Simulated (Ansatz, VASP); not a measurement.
## One calculation of KTaO3, two programs

```
K Ta O
1.0
     4.10071    0.00000    0.00000
     0.00000    4.10071    0.00000
     0.00000    0.00000    3.77265
K Ta O
1 1 3
Direct
  0.50000 0.50000 0.50000
  0.00000 0.00000 0.00000
  0.50000 0.00000 0.00000
  0.00000 0.50000 0.00000
  0.00000 0.00000 0.50000
```

Alike in both runs: task single point; functional r2SCAN; k mesh 6 × 6 × 6; occupations gaussian, width 0.05 eV; no spin polarisation.

|  | VASP | Ansatz |
| --- | --- | --- |
| version | VASP 6.6.1 | Ansatz 0.2.0 |
| potentials or method | VASP PAW PBE potentials, release 64 (K_sv, Ta_pv, O) | scalar-relativistic, plane waves, PAW |
| plane-wave cutoff (eV) | 520 | 500 |
| valence electrons in the cell | 38 | 40 |

Ansatz gave:

- gap on the k mesh at the Fermi level (eV): 2.45
- least direct gap on the mesh (eV): 3.07
- pressure (GPa): 3.1
- largest component of the traceless stress (GPa): 24.10

Question: Which values does VASP return?

Answer: gap on the k mesh at the Fermi level (eV): 2.42; least direct gap on the mesh (eV): 3.04; pressure (GPa): 4.1; largest component of the traceless stress (GPa): 24.51.

With one functional, cell and mesh, what is left measures potentials, basis and numerics. The two sets of potentials don't hold the same shells in valence.

Caveats: the PAW data sets were made with another functional, which shifts forces and pressure a little (VASP); spin-orbit coupling is left out, which moves the levels of the heavy elements. r2SCAN opens gaps a little over a GGA but as a rule still falls short of measured ones. A k mesh can miss the band edges.
